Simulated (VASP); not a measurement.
LiH (strained rocksalt): one r²SCAN single-point calculation in two programs

```
Li H
1.0
     0.00000    1.94290    1.94290
     1.94290    0.00000    1.94290
     1.94290    1.94290    0.00000
Li H
1 1
Direct
  0.00000 0.00000 0.00000
  0.50000 0.50000 0.50000
```

The two codes use different PAW datasets and cutoffs. VASP's cell holds 4 valence electrons and Ansatz's 4. Ansatz's stress includes a Pulay correction; VASP's doesn't.

Cutoffs: 520 eV in VASP, 500 eV in Ansatz. k meshes: 10×10×10 and 10×10×10.

|  | VASP | Ansatz |
| --- | --- | --- |
| gap between bands v and c | 3.52 eV | 3.57 eV |
| least direct gap | 3.52 eV | 3.57 eV |
| pressure | 3.4 GPa | 3.8 GPa |

Band v is the last that the valence electrons fill when counted band by band, and c is the next. Levels in eV from the top of v, Ansatz:

```json
{"point": "Γ", "v−1": "-45.50", "v": "-5.89", "c": "18.83", "c+1": "20.19"}
{"point": "X", "v−1": "-45.42", "v": "0.00", "c": "3.57", "c+1": "12.21"}
{"point": "K", "v−1": "-45.42", "v": "-0.57", "c": "4.83", "c+1": "8.69"}
{"point": "L", "v−1": "-45.44", "v": "-2.88", "c": "5.78", "c+1": "15.78"}
{"point": "W", "v−1": "-45.42", "v": "-0.27", "c": "6.09", "c+1": "6.09"}
```

VASP:

```
point     v−1      v      c    c+1
    Γ  -45.64  -5.81  18.92  20.43
    X  -45.56   0.00   3.52  12.24
    K  -45.56  -0.60   4.79   8.74
    L  -45.58  -2.92   5.91  15.81
    W  -45.56  -0.29   6.05   6.05
```
